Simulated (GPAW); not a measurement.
# CdS (Greenockite) in GPAW: the effect of functional

Crystal: CdS (Greenockite).

```xyz
4
Lattice="4.1500 0.0000 0.0000 -2.0750 3.5940 0.0000 0.0000 0.0000 6.7370" Properties=species:S:1:pos:R:3 pbc="T T T"
Cd    2.0750    1.1980    3.3685
Cd    0.0000    2.3960    0.0000
S     2.0750    1.1980    5.8949
S     0.0000    2.3960    2.5264
```

Alike in all runs:

- Program: GPAW 26.7.0
- Task: band structure
- Cutoff: 600 eV
- Basis: pw
- k mesh: 6 × 6 × 3
- Occupations: fermi-dirac, width 0.05 eV
- Spin: no spin polarisation

Q: One run gave: gap on the mesh 0.89 eV. Which functional did it use?
A. LDA
B. GLLB-SC
C. PBEsol
D. BLYP
E. AM05

A: A.

```csv
functional,potentials or basis,gap on the mesh (eV)
LDA,the program's PAW data sets (release 1.2.1) made for this functional,0.89
revPBE,the program's PAW data sets (release 1.2.1) made for this functional,1.32
AM05,PAW data sets generated in the run's folder for this functional,1.16
TPSS,GPAW PAW data sets (gpaw-data 1.2.1),1.38
BLYP,PAW data sets generated in the run's folder for this functional,1.12
vdW-DF2,GPAW PAW data sets (gpaw-data 1.2.1),1.04
GLLB-SC,the program's PAW data sets (release 1.2.1) made for this functional,2.44
PBEsol,PAW data sets generated in the run's folder for this functional,1.04
```

Caveats: the GLLB-SC gap is the Kohn-Sham gap of the path plus the derivative discontinuity (some runs); a model potential gives levels but no total energy (some runs).

Runs at the PBE level aren't shown here.
